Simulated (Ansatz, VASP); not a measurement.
## Re in VASP and in Ansatz

```
Re
1.0
    -1.55693    1.55693    1.55693
     1.55693   -1.55693    1.55693
     1.55693    1.55693   -1.55693
Re
1
Cartesian
  0.0000 0.0000 0.0000
```

Alike in both runs: functional PBE; k mesh 19 × 19 × 19; occupations fermi-dirac, width 0.05 eV; no spin polarisation.

Ansatz relaxed the structure, and its values are those at the end. VASP's run is a single point on that final structure, the one shown.

|  | VASP | Ansatz |
| --- | --- | --- |
| version | VASP 6.6.1 | Ansatz 0.2.0 |
| potentials or method | VASP PAW PBE potentials, release 64 (Re) | PAW with Ansatz's default frozen-core files, scalar-relativistic |
| plane-wave cutoff (eV) | 520 | 420 |
| valence electrons in the cell | 7 | 15 |

|  | VASP | Ansatz | Ansatz less VASP |
| --- | --- | --- | --- |
| pressure (GPa) | -0.5 | 0.0 | +0.52 |

The two sets of potentials don't hold the same shells in valence.

The runs have no spin-orbit coupling, so splittings on Re are missing.
